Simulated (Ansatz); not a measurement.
**PbF2 (Fm-3m), a vibration from a frozen displacement**

All numbers below come from DFT r2SCAN, scalar-relativistic, plane waves, PAW in Ansatz. The runs took a 500 eV cutoff, a Γ-centred 8×8×8 mesh and Gaussian smearing (0.05 eV). Spin–orbit coupling is left out, which matters for the heavy elements here. No spin polarisation. Energies are free energies at this smearing, counted from the undisturbed cell; pressure is positive in compression.

Reference structure (as given, not relaxed at this level; it stands at -0.7 GPa, and it needn't be the usual structure):

```yaml
crystal:
  lattice:
    - [0.00000, 2.96985, 2.96985]
    - [2.96985, 0.00000, 2.96985]
    - [2.96985, 2.96985, 0.00000]
  atoms:
    - { symbol: Pb, position: [0.00000, 0.00000, 0.00000] }
    - { symbol: F, position: [0.25000, 0.25000, 0.25000] }
    - { symbol: F, position: [0.75000, 0.75000, 0.75000] }
```

Every Pb atom is moved by x along the Cartesian unit vector (0.577, -0.577, -0.577); the cell and all other atoms stay fixed. The cell's volume is 52.39 Å³; the moved atoms weigh 207.200 u together and the others 37.997 u. Some rows repeat others by symmetry and weren't run.

```csv
x (Å),ΔE (meV/cell),total force on the moved atoms along the move (eV/Å),pressure (GPa)
-0.5000,332.18,2.2406,6.1426
-0.4375,215.28,1.5400,4.2584
-0.3750,135.45,1.0439,2.7750
-0.2500,46.28,0.4533,0.7373
-0.1250,9.70,0.1649,-0.3589
0.0000,0.00,0.0000,-0.7059
0.1250,9.70,-0.1649,-0.3589
0.2500,46.28,-0.4533,0.7373
0.3750,135.45,-1.0439,2.7750
0.4375,215.28,-1.5400,4.2584
0.5000,332.18,-2.2406,6.1426
```

Q: What frequency belongs to this motion?

A: The force constant is k = −dF/dx = 1.319 eV/Å², from the parabola through x = -0.1250, 0 and 0.1250. In every cell the moved atoms swing against the rest, so the mass is μ = m₁m₂/(m₁ + m₂) = 32.109 u, and ν̃ = 521.5 cm⁻¹ × √(|k|/μ) = 106 cm⁻¹. Steps this long are already anharmonic: the energies of the same points give k = 1.242 eV/Å², so the harmonic k is uncertain by that gap or more. The pattern needn't be a normal mode: ν̃² is then a weighted mean of the squared nonzero frequencies at the zone centre of this cell, taken without macroscopic field, so it lies between the lowest and the highest of them.

Q: How far does the harmonic law reach?

A: At x = -0.500 Å, kx²/2 = 164.89 meV against the computed 332.18 meV (+101.5 %): the well stiffens in this direction at large amplitude.

Q: The pressure changes with x². What does that say about the frequency under compression?

A: With E = k(V)x²/2, k ∝ V^(−2γ) and x scaling with the cell as V^(1/3), P − P0 = −∂E/∂V = (2γ − 2/3) ΔE/V. At x = 0.1250 Å, V(P − P0) = 52.39 × 0.34698 / 160.2 eV = 113.46 meV and ΔE = 9.70 meV, so γ = 1/3 + V(P − P0)/(2ΔE) = 6.18. This is the Grüneisen parameter of the motion under uniform scaling of the cell: shrinking the cell evenly by 1 % in volume raises the frequency by about 6.18 %. Values this far from the 1 to 3 of most solids mark a soft motion whose force constant is small beside what it shares with volume.